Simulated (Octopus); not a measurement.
**BN: single point with PBEsol**

Crystal: BN.

```
N B
1.0
     2.49824    0.00000    0.00000
    -1.24912    2.16354    0.00000
     0.00000    0.00000    6.63570
N B
2 2
Direct
  0.66667 0.33333 0.25000
  0.33333 0.66667 0.75000
  0.66667 0.33333 0.75000
  0.33333 0.66667 0.25000
```

```yaml
Program: Octopus 16.4
Task: single point
Functional: PBEsol
Potentials_or_basis: pseudodojo_pbesol (PseudoDojo 0.4, PBEsol)
Grid_spacing: 0.125 Å
k_mesh: 12 × 12 × 4
Occupations: fermi-dirac, width 0.05 eV
Spin: no spin polarisation
Eigensolver: chebyshev_filter
k-point_symmetries_used: yes
ConvRelDens: 3e-07
ExtraStates: 8
DerivativesOrder: 8
```

```yaml
Band_gap_on_the_k_mesh: 4.21 eV, indirect (least direct gap 4.62 eV)
```

Levels at points of the mesh, in eV from the valence-band top:
| k point | band 6 | band 7 | band 8 | band 9 | band 10 | band 11 |
| --- | --- | --- | --- | --- | --- | --- |
| (0.00, 0.00, 0.00) | -1.30 | -1.26 | -1.26 | 5.09 | 10.19 | 11.67 |
| (0.00, 0.00, 0.50) | -1.28 | -1.28 | -1.28 | 7.49 | 7.49 | 11.74 |
| (0.50, 0.00, 0.00) | -4.09 | -1.47 | -0.44 | 4.21 | 5.63 | 9.57 |
| (0.50, 0.00, 0.50) | -4.12 | -0.93 | -0.93 | 4.69 | 4.69 | 10.00 |

Wall time 9.1 min on 1 thread of Intel(R) Xeon(R) Platinum 8375C CPU @ 2.90GHz (Ice Lake), with other jobs on the host, peak memory 1.4 GiB.

 A k mesh can miss the band edges.
